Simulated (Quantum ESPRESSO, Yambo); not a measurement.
# AlAs (F-43m): G0W0 with and without spin-orbit coupling, part 2 of 2

Is the spin-orbit change of the gap of AlAs (F-43m) the same in DFT and in GW?

Quantum ESPRESSO 7.5 and Yambo 5.3.0; PBE and many-body steps on it, plane waves. Known limits of the many-body steps: not at the basis limit; exchange with frozen shells missing; no spin-orbit coupling in some runs; coarse k mesh.

So far. Step 4 (Scalar-relativistic): The gap on the mesh goes from 1.44 eV to 2.50 eV, a correction of +1.07 eV. Step 5 (Empty states on the mesh, 4×4×4 mesh, 254 bands): On this mesh the gap is 1.337 eV.

## 7. With spin-orbit coupling

This step: G0W0 on PBE with spin-orbit coupling, plane waves, norm-conserving pseudopotentials.

File gw4.in:

```
HF_and_locXC
gw0
dyson
ppa
em1d
rim_cut
RandQpts= 1000000
RandGvec= 1 RL
EXXRLvcs= 76 Ry
VXCRLvcs= 304 Ry
Chimod= "HARTREE"
% BndsRnXp
 1 | 254 |
%
NGsBlkXp= 10.5 Ry
% LongDrXp
 1 | 1 | 1 |
%
% GbndRnge
 1 | 254 |
%
DysSolver= "n"
ExtendOut
PPAPntXp= 27.21138 eV
% QPkrange
 1 | 1 | 15 | 22 |
 7 | 7 | 15 | 22 |
%
```

Run with:

```console
OMP_NUM_THREADS=1 mpirun -n 8 yambo -F gw4.in -J gw4 -C gw4 > gw4.log
```

What it wrote:

```text
 Yambo, version 5.3.0

 [02] CORE Variables Setup
 =========================

  [... cell, symmetries and grids as in the set-up ...]

  [02.05] Energies & Occupations
  ==============================

  [X] === General ===
  [X] Electronic Temperature                        :  0.000000  0.000000 [eV K]
  [X] Bosonic    Temperature                        :  0.000000  0.000000 [eV K]
  [X] Finite Temperature mode                       : no
  [X] El. density                                   :  0.39692E+24 [cm-3]
  [X] Fermi Level                                   :  6.606433 [eV]

  [X] === Gaps and Widths ===
  [X] Conduction Band Min                           :  1.337292 [eV]
  [X] Valence Band Max                              :  0.000000 [eV]
  [X] Filled Bands                                  :  18
  [X] Empty Bands                                   :   19  254
  [X] Direct Gap                                    :  1.948443 [eV]
  [X] Direct Gap localized at k                     :  1
  [X] Indirect Gap                                  :  1.337292 [eV]
  [X] Indirect Gap between kpts                     :   1   7
  [X] Last valence band width                       :  2.913359 [eV]
  [X] 1st conduction band width                     :  2.889602 [eV]

 [03] Transferred momenta grid and indexing
 ==========================================

 IBZ Q-points                                      :   8
 BZ  Q-points                                      :   64

 K/Q-points units:
 rlu = crystal or reduced units; cc = cartesian coordinates; iku = interal k-units

 Q [1]          [rlu]:  0.000000  0.000000  0.000000
 Q [2]          [rlu]:  0.81056E-17  0.81056E-17  0.25000
 Q [3]          [rlu]: -0.16211E-16 -0.16211E-16 -0.50000
[...]
NLCC RL compoments                               :  27317
  PP Number of Atomic Species                      :  2
  NLCC RL compoments                               :  27317

 [xc] E_xc :  -11.78147 [Ha]
      E_xc :  -23.56294 [Ry]

  Local XC kind (lXC) : Perdew, Burke & Ernzerhof(X)+Perdew, Burke & Ernzerhof(C)
  Non-Local XC kind (nlXC) : Hartree-Fock

  Corrections @ K [1] :  [eV]
 <15|nlXC|15> = -15.10624  0.11137E-17 <15|lXC|15> = -12.45235 -0.18882E-15
 <16|nlXC|16> = -15.10622 -0.32864E-17 <16|lXC|16> = -12.45235  0.42484E-15
 <17|nlXC|17> = -15.10612  0.16582E-16 <17|lXC|17> = -12.45235 -0.11801E-16
[...]
Corrections @ K [7] :  [eV]
[...]
<21|nlXC|21> = -5.136525  0.15185E-17 <21|lXC|21> = -8.964555 -0.23602E-16
 <22|nlXC|22> = -5.136529 -0.27599E-17 <22|lXC|22> = -8.964555 -0.47204E-16

 [08] Dyson equation: Newton solver
 ==================================

  [08.01] G0W0 (W PPA)
  ====================

  [  GW  ] Bands range     :    1  254
  [GW/PPA] G damping       :  0.100000 [eV]

  QP @ state[ 1 ] K range:  1  1
  QP @ state[ 1 ] b range:  15  22
  QP @ state[ 2 ] K range:   7   7
  QP @ state[ 2 ] b range:  15  22

   Sc/G bands                                       :    1  254
   Sc/G damping                                     :  0.100000 ev
   Sc bands terminator                              : no
   Sx RL components                                 :   3527

   QP @ state[ 1 ] K range                          :  1  1
   QP @ state[ 1 ] b range                          :  15  22
   QP @ state[ 2 ] K range                          :   7   7
   QP @ state[ 2 ] b range                          :  15  22
   GF energies kind                                 : Perdew, Burke & Ernzerhof(X)+Perdew, Burke & Ernzerhof(C)
   GF WF`s kind                                     : Perdew, Burke & Ernzerhof(X)+Perdew, Burke & Ernzerhof(C)
   Xs energies kind                                 : Perdew, Burke & Ernzerhof(X)+Perdew, Burke & Ernzerhof(C)
   Xs WF`s kind                                     : Perdew, Burke & Ernzerhof(X)+Perdew, Burke & Ernzerhof(C)

 [11] Game Over & Game summary
```

Elapsed: 2.4 min, on 8 MPI ranks of Arm Neoverse V2, shared host; peak memory 5.7 GiB.

Numbers from this step:

```
G0W0 gap on the points computed              : 2.399 eV
starting gap on the mesh                     : 1.337 eV
k of the valence top                         : 0, 0, 0
k of the conduction bottom                   : 0, -0.5, -0.5
least direct G0W0 gap on the computed points : 3.029 eV
Z at the valence top                         : 0.7885
Z at the conduction bottom                   : 0.8049
```

Against G0W0 in Yambo (4×4×4 mesh, 127 bands, screening to 142.9 eV, Godby-Needs plasmon pole), the gap moves by −0.103 eV.

## 8. Side by side

Times are wall times on 8 MPI ranks of Arm Neoverse V2, shared host, good to a factor of about two.

```
                     run   mesh  bands  screening cutoff (eV)  DFT gap (eV)  gap on the mesh (eV)  direct (eV)     time
     scalar-relativistic  4×4×4    127                  142.9         1.436                 2.502        3.130     30 s
with spin-orbit coupling  4×4×4    254                  142.9         1.337                 2.399        3.029  2.4 min
```

## 9. Outcome

```yaml
scalar_relativistic: 2.502 eV
with_spin_orbit_coupling: 2.399 eV
known_limits: not at the basis limit; exchange with frozen shells missing; no spin-orbit coupling in some runs; coarse k mesh
```

With spin-orbit coupling: −0.103 eV against scalar-relativistic, −0.099 eV of it in the start. Against experiment, by with spin-orbit coupling: the direct gap of 3.03 eV lies +0.01 eV from the measured 3.018 eV (direct, 300 K, quoted 2023). An exciton line or allowed optical edge lies below the quasiparticle gap by the binding energy; a forbidden edge can push the onset above it. These are gaps on the mesh, at modest bands and cutoff. The calculation has static nuclei and no excitons; a measured gap holds zero-point and thermal motion, which mostly lowers it. Bands and cutoff are finite, so the gap is not at the basis limit. The miss can reach some tenths of an eV and take either sign; the mesh is an error of its own. In the G0W0 runs levels were corrected at 2 k points alone, so a gap called «on the mesh» is the least over those, and an edge elsewhere would be missed. The 4×4×4 mesh is coarse for this cell, which bears on the long-range parts of exchange and screening. The norm-conserving file of at least one element keeps a d shell over frozen s and p shells of the same row. Exchange with those shells is missing from the self-energy, an error of 0.3 to 0.9 eV in cases checked, whose sign depends on which edge lies on those atoms.

[Paths, hosts, dates, memory and timing lines, banners, echoed tables and standing remarks are left out of the program output.]

[Logs are printed without paths, hosts, clocks, repeated set-up lines and the standing remarks that a program may print on its own settings, such as how far it seeks lower states.]

[Runs of the session that timed out or met a known fault of the program may be left out.]

[Hosts, paths, dates, database ids (printed as entryN), source tags and the programs' standing remarks are cut or masked in the printed files.]
